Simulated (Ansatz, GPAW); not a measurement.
# naphthalene-2,6-dithiol between two Cu chains: relaxation, then transmission at several levels, part 2 of 4

Wanted: T(E) of naphthalene-2,6-dithiol between two Cu chains at a relaxed geometry in two programs, beside the unrelaxed structure.

GPAW 26.7.0 and Ansatz 0.2.0; Ansatz plane waves; relaxation of the junction with the lead ends held; PAW set soft_1 (the session's first sound run).

So far. Step 2 (Relaxing the atoms): The relaxation lowered the energy of the cell by 1.87 eV.

## (3) Plane-wave reference (PBE)

Plane waves give the reference curve, free of the bias of atom-centred orbitals.

This step: Ansatz plane waves; Landauer transmission by layers, zero bias; PAW set soft_1 (Ansatz 0.2.0).

Contents of input.yaml:

```yaml
crystal:
  lattice:
    - [12.8309236091, 0.0, 0.0]
    - [0.0, 9.2723811501, 0.0]
    - [0.0, 0.0, 35.6581965626]
  atoms:
    - { symbol: Cu, position: [0.5, 0.5, 0.0322506495] }
    - { symbol: Cu, position: [0.5, 0.5, 0.0967519486] }
    - { symbol: Cu, position: [0.5, 0.5, 0.1612532476] }
    - { symbol: Cu, position: [0.5, 0.5, 0.2257545467] }
    - { symbol: Cu, position: [0.5384385663, 0.6123524911, 0.2829664106] }
    - { symbol: Cu, position: [0.4789179759, 0.5181415597, 0.3399147447] }
    - { symbol: S, position: [0.3780313754, 0.5017204399, 0.3874015126] }
    - { symbol: H, position: [0.5861014237, 0.5103407984, 0.4278964837] }
    - { symbol: C, position: [0.4184841116, 0.5104905649, 0.4340877663] }
    - { symbol: C, position: [0.5212082685, 0.5116736924, 0.447667275] }
    - { symbol: H, position: [0.2552437794, 0.5137255413, 0.4504457505] }
    - { symbol: C, position: [0.3350540193, 0.5131919949, 0.460913205] }
    - { symbol: H, position: [0.7112876626, 0.5141689647, 0.4811711665] }
    - { symbol: C, position: [0.5423833393, 0.5132543395, 0.4864292674] }
    - { symbol: C, position: [0.6462108593, 0.5135904448, 0.500885995] }
    - { symbol: C, position: [0.354193567, 0.5142741057, 0.498724658] }
    - { symbol: C, position: [0.4580208424, 0.5135509681, 0.5131774089] }
    - { symbol: H, position: [0.2891249595, 0.515136854, 0.5184409244] }
    - { symbol: C, position: [0.6653365732, 0.5129969592, 0.5386998471] }
    - { symbol: H, position: [0.7451528737, 0.5132890498, 0.5491632843] }
    - { symbol: C, position: [0.4791808342, 0.5123099247, 0.5519415319] }
    - { symbol: C, position: [0.5818950711, 0.5111961611, 0.5655320897] }
    - { symbol: H, position: [0.4142770903, 0.5115409939, 0.5717094122] }
    - { symbol: S, position: [0.6222853572, 0.5035271842, 0.6122355009] }
    - { symbol: Cu, position: [0.5209666162, 0.5172510209, 0.6596840232] }
    - { symbol: Cu, position: [0.456618051, 0.6060965033, 0.716566145] }
    - { symbol: Cu, position: [0.5, 0.5, 0.7742454533] }
    - { symbol: Cu, position: [0.5, 0.5, 0.8387467524] }
    - { symbol: Cu, position: [0.5, 0.5, 0.9032480514] }
    - { symbol: Cu, position: [0.5, 0.5, 0.9677493505] }
kpoints:
  mp_grid: { grid: [1, 1, 2] }
hamiltonian:
  xc: pbe
  pseudopotentials: { kind: paw, azcp: { folder: soft_1 } }
scf:
  occupations: { method: fermi_dirac, width: 0.1 }
output:
  transmission:
    leads: [[0, 1]]
    e_range: [-2, 2]
    de: 0.025
    kmesh: [1, 1]
    reduced_basis: true
  write_potential: true
  write_density: true
  volumetric_format: npy
  elf: true
```

On the command line:

```console
$ ansatz run input.yaml --threads 4 --pin off --max-ram 8192MiB --backend cpu --events-out ev --progress --plain --runs-dir out
```

Numbers of over 12 decimals in the logs are rounded to 6 here.

The program printed:

```text
[...]
Crystal: 30 atoms, lattice volume = 4242.370 Å³
Basis set: ecut = 420 eV, 83047 PW (Γ)
Bands: 173, of which v1, the nominal top of the filled ones, is band 143 counted from 1 (142 counted from 0)
Symmetry: 1 space group operations
[...]
k-points: 2
[...]
SCF iter   1: F=—  HF=-83908.106619 eV  |F-HF|=—  |Δ(HF+E_count)|=         —  Δρ=5.94e-2  dr2=2.83e2  ethr=3.10e-3  ⟨swp⟩=9.5  Hψ=1635  notcnv=0  defer=4
[...]
SCF iter  19: F=-83887.874203 eV  HF=-83887.874203 eV  |F-HF|=5.20e-7  |Δ(HF+E_count)|=   3.60e-7  Δρ=1.04e-6  dr2=4.88e-8  ethr=3.50e-11  ⟨swp⟩=5.0  Hψ=787  notcnv=0
SCF 1 converged in 19 iterations: F = -83887.874203 eV  dr2 = 4.88e-8
[...]
transmission: 6 of 56 steps passed
transmission: 12 of 56 steps passed
[...]
transmission: 56 of 56 steps passed
WARN: The output density's exchange-correlation potential varies sharply where the density is thin. Do not read a vacuum level from v_tot or v_xc, or from such a field of the output density. On a cell that repeats whose density bears no net charge and no dipole along the vacuum's axis use v_es (v_loc + v_h of the components); under efield.dipole_correction with no amplitude use v_es + v_field, which holds any externa [...]
SCF converged after 19 iterations
Free energy (F): -83887.874203 eV
[...]
Internal energy: -83887.361671 eV  (E = F + TS)
E sigma→0 (E₀):  -83887.617937 eV
Entropy (-TS):   -0.512532 eV (-17.084 meV/atom)
Fermi energy:    -3.961547 eV
[...]
--- Band table (eV) ---
  k-point 0: bands = [... 139 lower, -4.2489, -4.2083, -4.1976, -4.0998, -3.9740, -3.5552, -2.7672, -1.9076, ... 26 higher]
  k-point 1: bands = [... 139 lower, -4.2537, -4.2096, -4.1934, -4.1468, -3.9237, -3.5725, -2.7609, -1.9147, ... 26 higher]
--- Transmission ---
  basis      : 1053 plane waves across, 56 finite elements along
  points     : 1, standing for a mesh of 1 x 1
  filling    : by the input's occupations and mesh, since the crystals that have channels conduct as metals do. If one of these is a semiconductor, that mesh has misplaced its level
  energies   : 161 from -2.000000 to 2.000000 eV about the Fermi level, 0.025000 eV apart; the leads are filled to 0.000000 eV, and channels, transmission and decay are at 0.000000 eV
  crystal 0  : Cu1, at the sites [0, 1], period 2.3000 Å, over 18.40 Å; its Hamiltonian steps by up to 38.5 meV: too much for a lead, lay more layers or, if its atoms are ordered, name the step of that order
    offset         : up to 0.0000 Å between an atom of the period and one for which it stands
    filled         : 138.2 meV over the level at which it is neutral
    channels       : 1.000000e0 a spin
    conductance    : 6.5261e13 S/m² at 300 K; may be off by some 0.0 % by where its bands' edges are placed, 36.5 % from the distance to neutral
  junction   : crystal 0 to crystal 0, 0.70 to 34.06 Å
    transmission   : 9.906513e-1 a spin
    conductance    : 3.4146e13 S/m² at 300 K (3.8344e13 on every other energy)
    error estimate : 12.3 % from the energy spacing and 0.0 % from band edges of the leads and from resonances (wavevectors taken as independent; lower de), 182.8 % from the steps of its leads' Hamiltonians or their offsets (lay more layers), 81.6 % from the distance to neutral
    resistance     : 1.3953e-2 Ω µm² beyond half of each lead's own
```

It took 2.4 h on 4 threads of Arm Neoverse V1, shared host; peak memory 6.9 GiB; 8 h of CPU time.

Reading the cycles: dr2 is the Hartree energy of the density residual (eV), the measure of convergence; HF is the Harris–Foulkes estimate of the energy, which meets the free energy F at convergence.

This step gave:

```yaml
free_energy: -83887.8742 eV
lead_level: 0 eV from the Fermi level
transmission_at_the_fermi_level_one_spin: 0.9907
open_channels_of_the_lead_at_the_fermi_level_one_spin: 1
step_of_the_potential_along_the_lead: 38.5 meV
offset_of_the_lead: 0 Å
filling_of_the_lead_less_its_bulk_value_in_size: 138.2 meV
conductance: 0.5243 G₀
```

One spin. The transmission, zone mean by energy, zero at the Fermi level:

energy (eV), log10 transmission, zone mean and a bar from the least value:
```
   -2.000        0.0 ##############################
   -1.975        0.0 ##############################
   -1.900        0.0 ##############################
   -1.800       -0.2 ############################
   -1.700       -1.4 ###################
   -1.600       -0.1 #############################
   -1.550        0.0 ##############################
   -1.500       -0.9 #######################
   -1.400       -1.7 #################
   -1.300       -0.5 ##########################
   -1.200       -1.1 ######################
   -1.100       -0.2 #############################
   -1.000        0.0 ##############################
   -0.975        0.0 ##############################
   -0.900       -0.3 ############################
   -0.800        0.0 ##############################
   -0.700       -0.3 ###########################
   -0.600        0.0 ##############################
   -0.500       -1.0 #######################
   -0.400       -1.2 #####################
   -0.300       -1.3 ####################
   -0.200       -1.2 #####################
   -0.100       -1.0 #######################
    0.000        0.0 ##############################
    0.100       -1.3 ####################
    0.200       -2.0 ###############
    0.300       -2.4 ###########
    0.400       -2.8 #########
    0.500       -3.1 #######
    0.600       -3.3 #####
    0.700       -3.5 ####
    0.800       -3.6 ###
    0.900       -3.7 ##
    1.000       -3.8 #
    1.100       -3.9 #
    1.200       -3.9 
    1.300       -3.9 
    1.400       -3.9 
    1.500       -3.9 
    1.600       -3.9 
    1.700       -3.9 #
    1.800       -3.8 #
    1.900       -3.7 ##
    2.000       -3.7 ##
```

One spin. Open channels, zone mean against energy, zero at the Fermi level:

```csv
energy (eV),"open channels, zone mean"
-2.000,1
-1.900,1
-1.800,3
-1.700,3
-1.600,3
-1.500,3
-1.400,3
-1.300,3
-1.200,3
-1.100,4
-1.000,4
-0.900,6
-0.800,6
-0.700,6
-0.600,6
-0.500,4
-0.400,4
-0.300,4
-0.200,3
-0.100,1
0.000,1
0.100,1
0.200,1
0.300,1
0.400,1
0.500,1
0.600,1
0.700,1
0.800,1
0.900,1
1.000,1
1.100,1
1.200,1
1.300,1
1.400,1
1.500,1
1.600,1
1.700,1
1.800,1
1.900,1
2.000,1
```

Crystal 0, spin -, k parallel (0, 0); distinct values, listed up to 1.5 1/Å. Table of Im kz of the slowest decaying states by energy, zero at the Fermi level:

```csv
energy (eV),decay 1 (Å⁻¹),decay 2 (Å⁻¹),decay 3 (Å⁻¹),decay 4 (Å⁻¹)
-2.000,0.335,0.336,0.672,1.11
-1.800,0.594,1.04,1.04,1.27
-1.600,0.501,0.944,0.945,1.25
-1.400,0.380,0.824,0.825,1.23
-1.200,0.184,0.652,0.653,1.21
-1.000,0.325,0.325,1.19,1.23
-0.800,1.17,1.21,1.22,1.31
-0.600,1.15,1.19,1.20,1.29
-0.400,0.560,0.560,1.14,1.18
-0.200,0.127,0.774,0.774,1.12
0.000,0.217,0.217,0.326,0.915
0.200,0.299,0.300,0.440,1.02
0.400,0.350,0.351,0.526,1.06
0.600,0.384,0.384,0.597,1.04
0.800,0.405,0.406,0.656,1.03
1.000,0.416,0.417,0.707,1.01
1.200,0.419,0.421,0.752,0.978
1.400,0.414,0.417,0.792,0.950
1.600,0.402,0.406,0.829,0.921
1.800,0.383,0.388,0.862,0.892
2.000,0.357,0.363,0.861,0.892
```

Crystal 0, spin -, k parallel (0, 0). Table of Re kz of states that move upwards by energy, zero at the Fermi level:

```csv
energy (eV),channel 1 (Å⁻¹),channel 2 (Å⁻¹),channel 3 (Å⁻¹),channel 4 (Å⁻¹),channel 5 (Å⁻¹),channel 6 (Å⁻¹)
-2.000,0.573,-,-,-,-,-
-1.800,-1.26,-1.26,0.618,-,-,-
-1.600,-0.992,-0.992,0.663,-,-,-
-1.400,-0.840,-0.840,0.709,-,-,-
-1.200,-0.716,-0.716,0.758,-,-,-
-1.000,-0.604,-0.604,0.282,0.814,-,-
-0.800,-0.497,-0.497,0.439,0.586,0.586,0.881
-0.600,-0.388,-0.388,0.548,0.969,1.13,1.13
-0.400,-0.267,-0.267,0.632,1.10,-,-
-0.200,-0.0791,-0.0785,0.696,-,-,-
0.000,0.749,-,-,-,-,-
0.200,0.792,-,-,-,-,-
0.400,0.830,-,-,-,-,-
0.600,0.865,-,-,-,-,-
0.800,0.896,-,-,-,-,-
1.000,0.926,-,-,-,-,-
1.200,0.954,-,-,-,-,-
1.400,0.981,-,-,-,-,-
1.600,1.01,-,-,-,-,-
1.800,1.03,-,-,-,-,-
2.000,1.06,-,-,-,-,-
```

The electrostatic potential energy of an electron (with the applied field's), less the Fermi level, planar mean oscillates, so the rows of the table below give means over windows of 2.08 Å about each position, cut where the curve ends. Its first 14 maxima inside the range that stand out by 2 % of the span (Å: eV): 2.2: 4.98, 4.6: 4.95, 6.8: 4.91, 9.1: 4.71, 11.1: 4.69, 12.9: 4.55, 14.7: 4.56, 16.8: 3.86, 18.9: 3.86, 20.9: 4.56, 22.6: 4.55, 24.5: 4.70, 26.6: 4.72, 28.8: 4.92. Its first 14 minima: 1.2: 3.99, 3.4: 3.96, 5.8: 3.96, 8.0: 3.85, 10.1: 3.82, 12.2: 3.80, 13.8: 4.07, 16.0: 3.29, 17.8: 2.79, 19.6: 3.29, 21.7: 4.07, 23.5: 3.80, 25.6: 3.83, 27.6: 3.86.

Electrostatic potential energy of an electron (with the applied field's), less the Fermi level, planar mean against z; means over each step:

```csv
z (Å),"electrostatic potential energy of an electron (with the applied field's), less the Fermi level, planar mean (eV)"
1.04,4.47
3.12,4.47
5.20,4.48
7.28,4.46
9.36,4.27
11.44,4.25
13.52,4.27
15.60,3.78
17.68,3.32
19.76,3.69
21.84,4.32
23.92,4.26
26.00,4.29
28.08,4.40
30.16,4.45
32.24,4.45
34.32,4.48
```

The valence density, planar mean oscillates, so the rows of the table below give means over windows of 2.23 Å about each position, cut where the curve ends. Its first 14 maxima inside the range that stand out by 2 % of the span (Å: e/Å³): 1.2: 0.230, 3.4: 0.231, 5.8: 0.230, 8.0: 0.232, 10.1: 0.234, 12.2: 0.226, 13.7: 0.0335, 16.0: 0.0722, 17.8: 0.0926, 19.6: 0.0723, 22.0: 0.0336, 23.5: 0.229, 25.6: 0.234, 27.6: 0.232. Its first 14 minima: 2.2: 0.00913, 4.6: 0.00875, 6.8: 0.00915, 9.1: 0.0114, 11.1: 0.0118, 12.9: 0.0228, 14.7: 0.0242, 16.6: 0.0556, 19.0: 0.0557, 20.9: 0.0241, 22.7: 0.0229, 24.5: 0.0118, 26.6: 0.0111, 28.8: 0.00915.

Valence density, planar mean against z; means over each step:

z (Å), valence density, planar mean (e/Å³) and a bar from the least value:
```
     1.11      0.071 ##########################
     3.34      0.071 ##########################
     5.57      0.071 ##########################
     7.80      0.072 ###########################
    10.03      0.073 ###########################
    12.26      0.076 ##############################
    14.49      0.035 
    16.72      0.070 ##########################
    18.95      0.070 #########################
    21.18      0.034 
    23.41      0.076 ##############################
    25.64      0.073 ###########################
    27.87      0.072 ##########################
    30.10      0.071 ##########################
    32.33      0.071 ##########################
    34.56      0.077 ##############################
```

Electrostatic potential energy in the ca plane at fractional y = 0.500, with atoms of Cu and S and H and C within 0.2 Å of it. With pseudopotentials it is smooth inside the atoms' cores, unlike the true potential.

Values in eV, 13 rows by 16 columns, each cell a mean:
```
  1   1   1   1   1   1   1   1   1   1   1   1   1   1   1   1
  1   1   1   1   1   1   1   1   1   1   1   1   1   1   1   1
  1   0   0   0  -1  -3   1   1   1   1   1   1   1   1   1   1
  0   0 -15  -8 -17 -16  -1  -2   0   1   1   1   1   1   1   1
 -3  -1 -10 -46 -36 -25 -18 -39  -9   0   1   1   1   0   1   1
-15 -26 -28 -24  -6 -40 -23 -27 -22 -25  -1   0  -8 -16  -4 -18
 -8 -38 -20 -33 -28 -39  -3  -1 -26 -36  -4  -4 -28 -48 -15 -53
-32 -33  -8 -31 -16 -20  -9   0  -1  -2  -2  -3  -4  -8  -2  -9
 -9 -31 -36 -41  -6  -1  -1   0   1   1   1   1   1   1   1   1
  0 -19  -6  -7  -9   0   0   1   1   1   1   1   1   1   1   1
  1  -1   0   0   0   0   1   1   1   1   1   1   1   1   1   1
  1   1   1   1   1   1   1   1   1   1   1   1   1   1   1   1
  1   1   1   1   1   1   1   1   1   1   1   1   1   1   1   1
```
Columns run along c (16.0 Å, from fractional 0.41 to 0.86 of the cell; values clipped at the 3rd and 97th percentile), rows up along a (12.8 Å). Atoms in or near the plane, at fractional coordinates: H at (0.43, 0.59), C at (0.43, 0.42), C at (0.45, 0.52), H at (0.45, 0.26), C at (0.46, 0.34), H at (0.48, 0.71), C at (0.49, 0.54), C at (0.50, 0.65), C at (0.50, 0.35), C at (0.51, 0.46), H at (0.52, 0.29), C at (0.54, 0.67), H at (0.55, 0.75), C at (0.55, 0.48) and more.

ELF in the ca plane at fractional y = 0.500, with atoms of Cu and S and H and C within 0.2 Å of it. It is the smooth field of the valence electrons, not physical close to the nuclei.

Ten even steps from '0' (0.00 × 1e-1) to '9' (9.98 × 1e-1), each cell a mean:
```
00000000000000000000000000000000000000000000
00000000000000000000000000000000000000000000
00000000000001100000000000000000000000000000
00001221000036741000000000000000000000000000
00004786300179993001221000000000000000000000
00016999830289994014664200000000000000000000
00004999962479982048987310000000000000000000
44200589856733651268998410000000000000001111
89951036525855874663247521110000001111111221
99995237875336634883267311111111111111122221
69975773363014655666784122112222211111122111
14632784686455676212441144112322211352121253
24787433662585257410121111113222211231121132
76235201575565799960011111123212221111222111
87468655567511599981000111222222222111222222
63475268426630148861000001122222211111111111
40267556579995001210000000011111100000000000
10699962279998300000000000000000000000000000
01799960038998400000000000000000000000000000
00489830002554200000000000000000000000000000
00135300000000000000000000000000000000000000
00000000000000000000000000000000000000000000
00000000000000000000000000000000000000000000
00000000000000000000000000000000000000000000
```
Columns run along c (16.0 Å, from fractional 0.41 to 0.86 of the cell), rows up along a (12.8 Å). Atoms in or near the plane, at fractional coordinates: H at (0.43, 0.59), C at (0.43, 0.42), C at (0.45, 0.52), H at (0.45, 0.26), C at (0.46, 0.34), H at (0.48, 0.71), C at (0.49, 0.54), C at (0.50, 0.65), C at (0.50, 0.35), C at (0.51, 0.46), H at (0.52, 0.29), C at (0.54, 0.67), H at (0.55, 0.75), C at (0.55, 0.48) and more.

Valence density in the ca plane at fractional y = 0.500, with atoms of Cu and S and H and C within 0.2 Å of it. It is the smooth field of the valence electrons, not physical close to the nuclei.

Values in e/Å³, 13 rows by 16 columns, each cell a mean:
```
 0  0  0  0  0  0  0  0  0  0  0  0  0  0  0  0
 0  0  0  0  0  0  0  0  0  0  0  0  0  0  0  0
 0  0  0  0  0  0  0  0  0  0  0  0  0  0  0  0
 0  0  0  0  1  0  1  0  0  0  0  0  0  0  0  0
 0  0  0  0  1  2  2  1  1  1  0  0  0  0  0  0
 0  0  1  1  2  1  1  1  1  1  6  1  0  0  1  0
 0  0  1  1  1  1  2  1  0  0 13  1  0  0 21  2
 1  1  2  1  1  1  1  1  0  0  0  0  0  0  0  0
 1  1  1  2  2  1  0  0  0  0  0  0  0  0  0  0
 0  0  0  1  0  1  0  0  0  0  0  0  0  0  0  0
 0  0  0  0  0  0  0  0  0  0  0  0  0  0  0  0
 0  0  0  0  0  0  0  0  0  0  0  0  0  0  0  0
 0  0  0  0  0  0  0  0  0  0  0  0  0  0  0  0
```
Columns run along c (16.0 Å, from fractional 0.37 to 0.82 of the cell), rows up along a (12.8 Å). Atoms in or near the plane, at fractional coordinates: S at (0.39, 0.38), H at (0.43, 0.59), C at (0.43, 0.42), C at (0.45, 0.52), H at (0.45, 0.26), C at (0.46, 0.34), H at (0.48, 0.71), C at (0.49, 0.54), C at (0.50, 0.65), C at (0.50, 0.35), C at (0.51, 0.46), H at (0.52, 0.29), C at (0.54, 0.67), H at (0.55, 0.75) and more.

The largest of the program's own error estimates on the conductance is 183 %. T at the Fermi level is 0.991; the potential still steps by 38.5 meV from one lead period to the next, more than the program accepts for a lead, so the cell is too short for a firm reference, and the program's own error estimates apply.

(Continued in part 3 of 4.)

[Logs are printed without paths, hosts, clocks, repeated set-up lines and the standing remarks that a program may print on its own settings, such as how far it seeks lower states.]

[Hosts, paths, dates, database ids (printed as entryN), source tags and the programs' standing remarks are cut or masked in the printed files.]
